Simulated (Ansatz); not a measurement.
# Self-consistent run of Ni

Wanted: energy, forces and, where spin is on, moments of Ni in this cell. We look at Ni: its experimental structure (space group Fm-3m), with 1 atom per cell. Source: COD entry 2102269; the sample's temperature and pressure aren't taken into account.

Computed with Ansatz 0.2.0 (DFT PBE+U, PAW, plane waves, scalar-relativistic, unless a step's input says otherwise).

2 further runs of the same task are left out: 2 that didn't finish.

### 1 The starting structure

The structure is cubic, space group Fm-3m (No. 225). The conventional cell has a = 3.538 Å, b = 3.538 Å, c = 3.538 Å, α = 90.00°, β = 90.00°, γ = 90.00°. Ni (site symmetry m-3m) has 12 Ni at 2.50 Å as nearest neighbours.

Coordinates:

```xyz
1
Lattice="0.0000 1.7691 1.7691 1.7691 0.0000 1.7691 1.7691 1.7691 0.0000" Properties=species:S:1:pos:R:3 pbc="T T T"
Ni    0.0000    0.0000    0.0000
```

Atoms are counted from 1 in the order of input.yaml (Ni1 and so on).

The search for lower states is off throughout, and inputs that name a mixer don't switch to direct minimisation unless they say so. Spin is collinear, with starting moments Ni1 2.00 μB. β is the mixing step of the charge; the magnetisation has a step of its own, which the program sets unless it is named.

### 2 Running it

input.yaml

```yaml
crystal:
  lattice:
    - [0.0, 1.7691, 1.7691]
    - [1.7691, 0.0, 1.7691]
    - [1.7691, 1.7691, 0.0]
  atoms:
    - { symbol: Ni, position: [0.0, 0.0, 0.0], spin: 2.0 }
magnetization:
  spin_polarized: true
hamiltonian:
  xc: pbe
  pseudopotentials: { kind: paw }
  hubbard: { sites: [{ species: Ni, l: d, u_eff: 3.8 }] }
basis:
  ecutwfc: 420
kpoints:
  mp_grid: { grid: [13, 13, 13] }
scf:
  occupations: { method: fermi_dirac, width: 0.1 }
  lower_state_search: "off"
  n_extra_bands: 0
  max_iter: 50
output:
  forces: true
  stress: true
```

On the command line:

```sh
ansatz run input.yaml --threads 2 --pin off --max-ram 5120MiB --backend cpu --events-out ev --progress --plain --runs-dir out
```

Standard output:

```text
Error: inconsistent input (scf.n_extra_bands): n_bands = 9 cannot host the net starting moment |Σ_I m_I| = 2.0000 μB: with N_el = 18 the majority spin channel must hold (N_el + |M|)/2 = 10.0000 electrons at no more than one per band — at least 10 bands (9 bands cap the reachable moment at 2·n_bands − N_el = 0.0000 μB); raise scf.n_extra_bands until at least 10 bands are solved (omitted, it auto-derives to 14)
```

Run time: 0.07 s. Hardware: 2 threads of Arm Neoverse V2, shared host; peak memory 0.075 GiB.

### 3 Diagnosis

The program refused this input, so nothing ran. Its message: inconsistent input (scf.n_extra_bands): n_bands = 9 cannot host the net starting moment |Σ_I m_I| = 2.0000 μB: with N_el = 18 the majority spin channel must hold (N_el + |M|)/2 = 10.0000 electrons at no more than one per band — at least 10 bands (9 bands cap the reachable moment at 2·n_bands − N_el = 0.0000 μB) [...]

Each of these is now tried alone: 12 bands beyond the filled ones; back to the default settings.

### 4 12 bands beyond the filled ones

Edit input.yaml of step 2 so:

```diff
@@ -20,3 +20,3 @@
   lower_state_search: "off"
-  n_extra_bands: 0
+  n_extra_bands: 12
   max_iter: 50
```

On the command line:

```sh
ansatz run input.yaml --threads 2 --pin off --max-ram 5120MiB --backend cpu --events-out ev --progress --plain --runs-dir out
```

Standard output, cut to the lines that bear on the results:

```text
Ni: projections on atomic orbitals take those of the free atom [Ne] 3s2 3p6 3d8 4s2, of charge +0.00 (hamiltonian.pseudopotentials.projection_atoms); the dataset's partial waves leave at most 1.6e-6 of an orbital's norm unspanned inside its sphere
scf.n_extra_bands = 12 over 9 filled bands (N_el = 18.0): the run solves 21 bands
[...]
Pseudopotentials: kind: paw
Pseudopotential: Ni, paw, valence charge 18, recommended cutoff 420 eV (normal), Ni.paw.azcp
Functional definition: PBE
[...]
Crystal: 1 atoms, lattice volume = 11.074 Å³
Basis set: ecut = 420 eV, 181 PW (Γ), exchange–correlation on 36×36×36 points (8 copies of the dense FFT grid, shifted against one another)
Bands: 21, of which v1, the nominal top of the filled ones, is band 9 counted from 1 (8 counted from 0)
Symmetry: 48 space group operations
[...]
SCF converged after 10 iterations
an eigenvalue changed by more than its tolerance at an iteration that met the thresholds in force, so the SCF went on 1 time: the last check found none over its tolerance
Magnetization: 0.6622 μB (9.3311 up, 8.6689 down)
Absolute magnetization: 0.8061 μB (∫|ρ↑−ρ↓|, with the PAW one-centre terms)
Spin contamination: 0.0211 ħ² per cell (⟨S²⟩ above its minimum at these occupations)
Per-site moments (μB) at R_I (Å): [(0.7194798527459902, 1.032027650442625)]
Free energy (F): -5837.972102 eV
[...]
E sigma→0 (E₀):  -5837.951990 eV
Entropy (-TS):   -0.040222 eV (-40.222 meV/atom)
Fermi energy:    17.290221 eV
[...]
--- Forces (eV/Å), atoms counted from 1 ---
  atom   1  Ni     0.00000000     0.00000000     0.00000000
[...]
--- Stress (GPa, compression-positive) ---
       -1.652806       0.000000       0.000000
       -0.000000      -1.652806       0.000000
        0.000000       0.000000      -1.652806
  P = ⅓ Tr σ = -1.6528 GPa (-16.528 kbar)
Occupation matrices written to <dir>
```

Run time: 2 s. Hardware: 2 threads of Arm Neoverse V2, shared host; peak memory 0.28 GiB.

This works: 10 iterations, ferromagnetic, site moments Ni1 0.72 μB, total 0.66 μB per cell, no gap on the k-mesh.

### 5 Back to the default settings

Edit input.yaml of step 2 so:

```diff
@@ -20,4 +20,2 @@
   lower_state_search: "off"
-  n_extra_bands: 0
-  max_iter: 50
 output:
@@ -25 +23,5 @@
   stress: true
+  write_density: true
+  write_potential: true
+  elf: true
+  volumetric_format: npy
```

On the command line:

```sh
ansatz run input.yaml --threads 2 --pin off --max-ram 5120MiB --backend cpu --events-out ev --progress --plain --runs-dir out
```

Its history (converged in 10 iterations):

```json
{"iteration": "1", "Harris–Foulkes energy + 5838 (eV)": "0.6845", "largest residual (eV)": "1.26e+00", "M (μB)": "0.95", "∫|m| (μB)": "1.11"}
{"iteration": "2", "Harris–Foulkes energy + 5838 (eV)": "0.4287", "largest residual (eV)": "6.96e-01", "M (μB)": "0.93", "∫|m| (μB)": "1.09"}
{"iteration": "3", "Harris–Foulkes energy + 5838 (eV)": "-0.3310", "largest residual (eV)": "1.94e+00", "M (μB)": "0.60", "∫|m| (μB)": "0.78"}
{"iteration": "4", "Harris–Foulkes energy + 5838 (eV)": "0.0306", "largest residual (eV)": "8.18e-03", "M (μB)": "0.66", "∫|m| (μB)": "0.83"}
{"iteration": "5", "Harris–Foulkes energy + 5838 (eV)": "0.0285", "largest residual (eV)": "3.07e-03", "M (μB)": "0.65", "∫|m| (μB)": "0.80"}
{"iteration": "6", "Harris–Foulkes energy + 5838 (eV)": "0.0280", "largest residual (eV)": "1.16e-05", "M (μB)": "0.66", "∫|m| (μB)": "0.81"}
{"iteration": "7", "Harris–Foulkes energy + 5838 (eV)": "0.0279", "largest residual (eV)": "2.55e-06", "M (μB)": "0.66", "∫|m| (μB)": "0.80"}
{"iteration": "8", "Harris–Foulkes energy + 5838 (eV)": "0.0279", "largest residual (eV)": "3.13e-07", "M (μB)": "0.66", "∫|m| (μB)": "0.81"}
{"iteration": "9", "Harris–Foulkes energy + 5838 (eV)": "0.0279", "largest residual (eV)": "6.77e-09", "M (μB)": "0.66", "∫|m| (μB)": "0.81"}
{"iteration": "10", "Harris–Foulkes energy + 5838 (eV)": "0.0279", "largest residual (eV)": "6.05e-11", "M (μB)": "0.66", "∫|m| (μB)": "0.81"}
```

Wall time 2 s (2 threads of Arm Neoverse V2, shared host); peak memory 0.27 GiB.

Converged in 10 iterations, ferromagnetic, site moments Ni1 0.72 μB, total 0.66 μB per cell, no gap on the k-mesh. Against step 4: the same free energy.

### 6 The histories together

Decimal logarithm of the largest residual (eV) by iteration, counted through all cycles of a run:

| iteration | step 4 | step 5 |
| --- | --- | --- |
| 1 | 0.1 | 0.1 |
| 2 | -0.2 | -0.2 |
| 3 | 0.3 | 0.3 |
| 4 | -2.1 | -2.1 |
| 5 | -2.5 | -2.5 |
| 6 | -4.9 | -4.9 |
| 7 | -5.6 | -5.6 |
| 8 | -6.5 | -6.5 |
| 9 | -7.7 | -8.2 |
| 10 | -10.0 | -10.2 |

### 7 Summary of results

```
                               quantity                                                                                  value
                              first try                                                                          input refused
step 4: 12 bands beyond the filled ones                                                             converged in 10 iterations
           step 5: the default settings                                                             converged in 10 iterations
                state reached in step 4  ferromagnetic, site moments Ni1 0.72 μB, total 0.66 μB per cell, no gap on the k-mesh
                    largest force there                                                                             0.000 eV/Å
```

The run converges under 2 of the 2 changes tried; with “12 bands beyond the filled ones” it takes 10 iterations.
